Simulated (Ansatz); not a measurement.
## Ge under pressure: fit and missing row

Ge, P6_3/mmc, a = 3.997 Å, c = 6.596 Å. This isn't the element's structure at ambient conditions. Ansatz: PBEsol, PAW, 420 eV, Γ-centred 12×12×6 mesh on 4 atoms, Gaussian smearing 0.10 eV; no spin polarisation. Cell and atoms are relaxed at each pressure, and no other structure is tried, so the rows at high pressure may lie past a change of phase.

| V (Å³/atom) | P (GPa) |
| --- | --- |
| ? | 39.99 |
| 18.877 | 19.99 |
| 20.370 | 10.01 |
| 21.401 | 5.02 |
| 22.185 | 2.00 |
| 22.816 | 0.00 |
| 23.557 | -2.01 |

Task: Take V0 = 22.816 Å³/atom, fit the third-order Birch–Murnaghan form to the other rows, and predict the missing volume.

Result: With the Eulerian strain f = ½[(V0/V)^(2/3) − 1] and y = P/[3f(1 + 2f)^(5/2)], the form is the line y = B0 + 1.5 B0 (B0′ − 4) f. Rows (f, y): 0.06734, 72.1; 0.03927, 70.3; 0.02180, 69.0; 0.00944, 67.4; -0.01054, 67.0. Means f = 0.02546, y = 69.160; Σ(Δf)² = 0.003511, ΣΔfΔy = 0.2454; the slope is their ratio. y = 67.38 + 69.90 f GPa, so B0 = 67.4 GPa and B0′ = 4 + 2 × (69.90)/(3 × 67.38) = 4.69. P = 39.99 GPa is met at f = 0.10871 (y = 74.98), so V = V0 (1 + 2f)^(−3/2) = 16.985 Å³/atom. The run gave 16.951 Å³/atom, so the fit is 0.034 Å³/atom too high, 0.51 % of the span of the series, against an rms of 0.004 Å³/atom on the fitted rows. The row lies outside the fitted range. A fourth-order term fitted to the same rows gives P = 40.96 GPa at this row's volume (the line 40.46, the run 39.99), no gain.

The mesh isn't the same in all rows (12×12×6, 12×12×8).